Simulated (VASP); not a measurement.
# Li2O (Fm-3m) in VASP: further runs, part 2 of 2

VASP 6.6.1.

## Step 4: Single point, PBE+D3(BJ)

This run uses another cell than the first one, of 7.75 Å³/atom, 1.004 times its volume.

Contents of INCAR:

```
PREC = Accurate
ENCUT = 520
EDIFF = 1E-7
ISMEAR = 0
SIGMA = 0.1
LREAL = F
LASPH = T
NELM = 100
ALGO = Fast
ISIF = 2
LWAVE = F
LCHARG = T
GGA = PE
IVDW = 12
LELF = T
LVHAR = T
NBANDS = 13
```

Contents of KPOINTS:

```
Automatic mesh
0
Gamma
  6 6 6
```

Contents of POSCAR:

```
Li2O
1.0
    0.0000000000      2.2651857310      2.2651857310
    2.2651857310      0.0000000000      2.2651857310
    2.2651857310      2.2651857310      0.0000000000
Li O
2 1
Direct
    0.7500000000      0.7500000000      0.7500000000
    0.2500000000      0.2500000000      0.2500000000
    0.0000000000      0.0000000000      0.0000000000
```

Potentials or basis: VASP PAW PBE potentials, release 64 (Li_sv, O).

The run is started by

```bash
$ cat potpaw_PBE.64/Li_sv/POTCAR potpaw_PBE.64/O/POTCAR > POTCAR
$ mpirun -np 1 vasp_std > vasp.out
```

OUTCAR:

```text
PREC = Accurate
   ENCUT = 520
   EDIFF = 1E-7
   ISMEAR = 0
   LREAL = F
   LASPH = T
   NELM = 100
   ISIF = 2
   GGA = PE
   IVDW = 12
 IVDW          = 12

 ion  position               nearest neighbor table
   1  0.750  0.750  0.750-   3 1.96   3 1.96   3 1.96   3 1.96   2 2.27   2 2.27   2 2.27   2 2.27
                             2 2.27   2 2.27
   2  0.250  0.250  0.250-   3 1.96   3 1.96   3 1.96   3 1.96   1 2.27   1 2.27   1 2.27   1 2.27
                             1 2.27   1 2.27
   3  0.000  0.000  0.000-   1 1.96   1 1.96   1 1.96   1 1.96   2 1.96   2 1.96   2 1.96   2 1.96

  LATTYP: Found a face centered cubic cell.
 ALAT       =     4.5303714620

  Lattice vectors:

 A1 = (   0.0000000000,   2.2651857310,   2.2651857310)
 A2 = (   2.2651857310,   0.0000000000,   2.2651857310)
 A3 = (   2.2651857310,   2.2651857310,   0.0000000000)

Analysis of symmetry for initial positions (statically):
=====================================================================
 Subroutine PRICEL returns:
 Original cell was already a primitive cell.

 Routine SETGRP: Setting up the symmetry group for a
 face centered cubic supercell.

 Subroutine GETGRP returns: Found 48 space group operations
 (whereof 48 operations were pure point group operations)
 out of a pool of 48 trial point group operations.

The static configuration has the point symmetry O_h .

Analysis of symmetry for dynamics (positions and initial velocities):
=====================================================================
 Subroutine PRICEL returns:
 Original cell was already a primitive cell.

 Routine SETGRP: Setting up the symmetry group for a
 face centered cubic supercell.

 Subroutine GETGRP returns: Found 48 space group operations
 (whereof 48 operations were pure point group operations)
 out of a pool of 48 trial point group operations.

The dynamic configuration has the point symmetry O_h .

 Subroutine INISYM returns: Found 48 space group operations
 (whereof 48 operations are pure point group operations),
 and found     1 'primitive' translations

----------------------------------------------------------------------------------------

                                     Primitive cell

  volume of cell :      23.2456

  direct lattice vectors                    reciprocal lattice vectors
     0.000000000  2.265185731  2.265185731    -0.220732452  0.220732452  0.220732452
     2.265185731  0.000000000  2.265185731     0.220732452 -0.220732452  0.220732452
     2.265185731  2.265185731  0.000000000     0.220732452  0.220732452 -0.220732452

  length of vectors
     3.203456382  3.203456382  3.203456382     0.382319821  0.382319821  0.382319821

  position of ions in fractional coordinates (direct lattice)
     0.750000000  0.750000000  0.750000000
     0.250000000  0.250000000  0.250000000
     0.000000000  0.000000000  0.000000000

  ion indices of the primitive-cell ions
   primitive index   ion index
                 1           1
                 2           2
                 3           3

----------------------------------------------------------------------------------------

 KPOINTS: Automatic mesh

Automatic generation of k-mesh.
 Grid dimensions read from file:
 generate k-points for:    6    6    6
[... 39 lines left out ...]
   total plane-waves  NPLWV =  13824
   dimension x,y,z NGX =    24 NGY =   24 NGZ =   24
   dimension x,y,z NGXF=    48 NGYF=   48 NGZF=   48
   ions per type =               2   1
   NGX,Y,Z   is equivalent  to a cutoff of  12.45, 12.45, 12.45 a.u.
   NGXF,Y,Z  is equivalent  to a cutoff of  24.91, 24.91, 24.91 a.u.
 SYSTEM =  unknown system
   PREC   = accura    normal or accurate (medium, high low for compatibility)
   ISTART =      0    job   : 0-new  1-cont  2-samecut
   ICHARG =      2    charge: 1-file 2-atom 10-const
   ISPIN  =      1    spin polarized calculation?
   LNONCOLLINEAR =      F non collinear calculations
   LSORBIT =      F    spin-orbit coupling
   LASPH  =      T    aspherical Exc in radial PAW
   ENCUT  =  520.0 eV  38.22 Ry    6.18 a.u.   5.96  5.96  5.96*2*pi/ulx,y,z
   NELM   =    100;   NELMIN=  2; NELMDL= -5     # of ELM steps
   EDIFF  = 0.1E-06   stopping-criterion for ELM
   LREAL  =      F    real-space projection
   EDIFFG = 0.1E-05   stopping-criterion for IOM
   NSW    =      0    number of steps for IOM
   IBRION =     -1    ionic relax: 0-MD 1-quasi-New 2-CG
   NFREE  =      0    steps in history (QN), initial steepest desc. (CG)
   ISIF   =      2    stress and relaxation
   ISYM   =      2    0-nonsym 1-usesym 2-fastsym
   POTIM  = 0.5000    time-step for ionic-motion
   TEBEG  =    0.0;   TEEND  =   0.0 temperature during run
   PSTRESS=    0.0 pullay stress
   NELECT =      12.0000    total number of electrons
   NUPDOWN=      -1.0000    fix difference up-down
   EMIN   =  10.00;   EMAX   =-10.00  energy-range for DOS
   EFERMI =   0.00;   METHOD = LEGACY
   ISMEAR =     0;   SIGMA  =   0.10  broadening in eV -4-tet -1-fermi 0-gaus
   EFERMI_NEDOS =   21; number of points for ismear=-14 and -15
   IALGO  =     68    algorithm
   IMIX   =      4    mixing-type and parameters
     AMIX     =   0.40;   BMIX     =  1.00
     AMIX_MAG =   1.60;   BMIX_MAG =  1.00
  volume/ion in A,a.u.               =       7.75        52.29
  Fermi-wavevector in a.u.,A,eV,Ry     =   1.313272  2.481725 23.465750  1.724684
  Thomas-Fermi vector in A             =   2.443607
   LORBIT       =      0    0 simple, 1 ext, 2 COOP (PROOUT), +10 PAW based schemes
   GGA     = PE    functional components
   LHFCALC =     F    Hartree Fock is set to
   AEXX    =    0.0000 exact exchange contribution
   IVDW    =    12    specifies the selected vdW correction
   LEPSILON=     F    determine dielectric tensor
   LRPA    =     F    only Hartree local field effects (RPA)
 non-spin polarized calculation
 RMM-DIIS sequential band-by-band and
 Gauss-broadening in eV      SIGMA  =   0.10
  energy-cutoff  :      520.00
  volume of cell :       23.25
 maximum number of plane-waves:       636
   NGX = 11   NGY = 11   NGZ = 11

 number of electron      12.0000006 magnetization

 Free energy of the ion-electron system (eV)
  ---------------------------------------------------
  ext. energy  EPLUGINS =         0.00000000
  ---------------------------------------------------
  free energy    TOTEN  =       -14.31813392 eV

  energy without entropy =      -14.31813392  energy(sigma->0) =      -14.31813392

 E-fermi :   2.1226     XC(G=0): -10.0004

 val. band max:        1.6605773014   @ k =   0.0000   0.0000   0.0000
 cond. band min:       6.7444196066   @ k =   0.5000   0.5000   0.0000
 fundamental gap:      5.0838423052
 Fermi energy:         2.1226247882

 k-point     1 :       0.0000    0.0000    0.0000
  band No.  band energies     occupation
      1     -41.2294      2.00000
      2     -40.8321      2.00000
      3     -13.8842      2.00000
      4       1.6606      2.00000
      5       1.6606      2.00000
      6       1.6606      2.00000
      7       7.3808      0.00000
      8      13.9320      0.00000
      9      13.9320      0.00000
     10      13.9320      0.00000
     11      21.2793      0.00000
     12      21.2793      0.00000
     13      21.2794      0.00000
[... 226 lines left out ...]
  band No.  band energies     occupation
      1     -41.0399      2.00000
      2     -40.9754      2.00000
      3     -13.6007      2.00000
      4      -0.1900      2.00000
      5       0.0645      2.00000
      6       0.1432      2.00000
      7       8.2780      0.00000
      8      13.4790      0.00000
      9      16.1112      0.00000
     10      16.8129      0.00000
     11      19.1542      0.00000
     12      22.3391      0.00000
     13      24.5517      0.00000

------------------------ aborting loop because EDIFF is reached ----------------------------------------

 Edisp (eV)   -0.84173

 E8    (eV) :    -0.3277

  FORCE on cell =-STRESS in cart. coord.  units (eV):
  Direction    XX          YY          ZZ          XY          YZ          ZX
  --------------------------------------------------------------------------------------
  -------------------------------------------------------------------------------------
  Total      -0.02983    -0.02983    -0.02983     0.00000     0.00000     0.00000
  in kB      -2.05599    -2.05599    -2.05599     0.00000     0.00000     0.00000
  external pressure =       -2.06 kB  Pullay stress =        0.00 kB

 VOLUME and BASIS-vectors are now :
 -----------------------------------------------------------------------------
  energy-cutoff  :      520.00
  volume of cell :       23.25
      direct lattice vectors                 reciprocal lattice vectors
     0.000000000  2.265185731  2.265185731    -0.220732452  0.220732452  0.220732452
     2.265185731  0.000000000  2.265185731     0.220732452 -0.220732452  0.220732452
     2.265185731  2.265185731  0.000000000     0.220732452  0.220732452 -0.220732452

 POSITION                                       TOTAL-FORCE (eV/Angst)
 -----------------------------------------------------------------------------------
      3.39778      3.39778      3.39778        -0.000000     -0.000000     -0.000000
      1.13259      1.13259      1.13259         0.000000      0.000000      0.000000
      0.00000      0.00000      0.00000         0.000000      0.000000      0.000000
 -----------------------------------------------------------------------------------
    total drift:                               -0.000000      0.000000      0.000000

  FREE ENERGIE OF THE ION-ELECTRON SYSTEM (eV)
  ---------------------------------------------------
  free  energy   TOTEN  =       -15.1598593051 eV

  energy  without entropy=      -15.1598593051  energy(sigma->0) =      -15.15985931
```

OSZICAR:

```text
N       E                     dE             d eps       ncg     rms          rms(c)
DAV:   1     0.481545089303E+02    0.48155E+02   -0.57499E+03   416   0.985E+02
DAV:   2    -0.103556815184E+02   -0.58510E+02   -0.55953E+02   499   0.225E+02
DAV:   3    -0.160647661413E+02   -0.57091E+01   -0.56569E+01   759   0.513E+01
[... 12 lines left out ...]
RMM:  16    -0.143181333798E+02   -0.55639E-06   -0.87370E-06   613   0.167E-02    0.929E-04
RMM:  17    -0.143181338893E+02   -0.50942E-06   -0.36321E-06   519   0.939E-03    0.133E-03
RMM:  18    -0.143181337808E+02    0.10848E-06   -0.12151E-06   515   0.601E-03    0.586E-04
RMM:  19    -0.143181339044E+02   -0.12364E-06   -0.50555E-07   440   0.368E-03    0.118E-04
RMM:  20    -0.143181339153E+02   -0.10891E-07   -0.18407E-07   323   0.209E-03
   1 F= -.15159859E+02 E0= -.15159859E+02  d E =-.419188E-12
```

stdout:

```text
POSCAR found type information on POSCAR LiO
 POSCAR found :  2 types and       3 ions
 scaLAPACK will be used
 LDA part: xc-table for (Slater+PW92), standard interpolation
 POSCAR, INCAR and KPOINTS ok, starting setup
 FFT: planning ... GRIDC
 FFT: planning ... GRID_SOFT
 FFT: planning ... GRID
 WAVECAR not read
 entering main loop
WARNING in EDDRMM: call to ZHEGV failed, returncode =   8  4     12
WARNING in EDDRMM: call to ZHEGV failed, returncode =   6  3     10
```

Wall time 7.2 s (1 thread of Intel Xeon Platinum 8259CL at 2.50GHz (Skylake/Cascade Lake), shared host); peak memory 0.14 GiB.

What came out:

```yaml
Free_energy: -15.1599 eV
Band_gap_on_the_k_mesh: 5.08 eV, indirect (least direct gap 5.72 eV)
Dispersion_energy_per_atom: -0.281 eV
```

Caveat: the cutoff is under 1.25 times the usual one of these potentials, so pressure, stress and relaxed cells hold a basis-set (Pulay) error. A k mesh can miss the band edges.

## Step 5: Relaxation of cell and atoms, PBE+D3(BJ)

This run uses another cell than the first one, of 8.40 Å³/atom, 1.088 times its volume.

Contents of INCAR:

```
  PREC = Accurate
  ENCUT = 600
  EDIFF = 1E-6
  ISMEAR = 0
  SIGMA = 0.1
  LREAL = F
  LASPH = T
  NELM = 100
  ALGO = Normal
  ISIF = 3
  LWAVE = F
  LCHARG = F
  GGA = PE
  IVDW = 12
  IBRION = 2
  NSW = 90
  EDIFFG = -0.04
```

KPOINTS is that of step 4.

Contents of POSCAR:

```
Li2O
1.0
    0.0000000000      2.3268544700      2.3268544700
    2.3268544700      0.0000000000      2.3268544700
    2.3268544700      2.3268544700      0.0000000000
Li O
2 1
Direct
    0.7500000000      0.7500000000      0.7500000000
    0.2500000000      0.2500000000      0.2500000000
    0.0000000000      0.0000000000      0.0000000000
```

The run is started by

```bash
$ cat potpaw_PBE.64/Li_sv/POTCAR potpaw_PBE.64/O/POTCAR > POTCAR
$ mpirun -np 1 vasp_std > vasp.out
```

Run time: 13 s. Hardware: 1 thread of Intel Xeon Platinum 8259CL at 2.50GHz (Skylake/Cascade Lake), shared host; peak memory 0.16 GiB.

The run converged. Its results:

```
Free energy                            : -15.1724 eV
Relaxed volume                         : 7.71 Å³/atom
Relaxed cell                           : a = 3.199 Å, b = 3.199 Å, c = 3.199 Å, α = 60.00°, β = 60.00°, γ = 60.00°
Space group after relaxing (to 0.05 Å) : Fm-3m (No. 225)
Energy gained by relaxing              : 16.2 meV/atom
Ionic steps                            : 3
Pressure after relaxing                : -0.3 GPa
Band gap on the k mesh                 : 5.10 eV, indirect (least direct gap 5.75 eV)
Dispersion energy per atom             : -0.282 eV
```

Step by step:
```csv
step,energy change (eV),largest force (eV/Å),pressure (GPa),volume (Å³)
1,0.0000,0.0000,-6.78,25.20
2,-0.0400,0.0000,-3.10,23.92
3,-0.0486,0.0000,-0.31,23.14
```

Final structure:
```yaml
crystal:
  lattice:
    - [0.00000, 2.26177, 2.26177]
    - [2.26177, 0.00000, 2.26177]
    - [2.26177, 2.26177, 0.00000]
  atoms:
    - { symbol: Li, position: [0.75000, 0.75000, 0.75000] }
    - { symbol: Li, position: [0.25000, 0.25000, 0.25000] }
    - { symbol: O, position: [0.00000, 0.00000, 0.00000] }
```

Levels at points of the mesh, in eV from the valence-band top:
```
           k point  band 3  band 4  band 5  band 6  band 7  band 8  band 9  band 10
(0.00, 0.00, 0.00)  -15.55    0.00    0.00    0.00    5.75   12.30   12.30    12.30
(0.50, 0.00, 0.00)  -15.32   -2.92   -0.48   -0.48    9.63   10.46   12.41    12.41
(0.50, 0.50, 0.00)  -15.28   -1.64   -1.49   -1.49    5.10   14.14   14.14    15.57
```

Caveat: the cutoff is under 1.25 times the usual one of these potentials, so pressure, stress and relaxed cells hold a basis-set (Pulay) error. A k mesh can miss the band edges.

## Step 6: Overview

```csv
task,cell,k mesh,cutoff (eV),smearing,gap on the mesh (eV),pressure (GPa),relaxed volume (Å³/atom)
single point,"Fm-3m, 7.72 Å³/atom",10 × 10 × 10,520,gaussian 0.02 eV,5.09,-,-
relaxation of cell and atoms,relaxed,10 × 10 × 10,600,gaussian 0.02 eV,5.09,-0.2,7.72
single point,"Fm-3m, 7.75 Å³/atom",6 × 6 × 6,520,gaussian 0.1 eV,5.08,-,-
relaxation of cell and atoms,relaxed,6 × 6 × 6,600,gaussian 0.1 eV,5.10,-0.3,7.71
```

Alike in all rows: level PBE+D3(BJ); potentials or basis VASP PAW PBE potentials, release 64 (Li_sv, O); no spin polarisation.

Caveats: the cutoff is under 1.25 times the usual one of these potentials, so pressure, stress and relaxed cells hold a basis-set (Pulay) error.

Absolute energies hang on the potentials; compare differences alone.
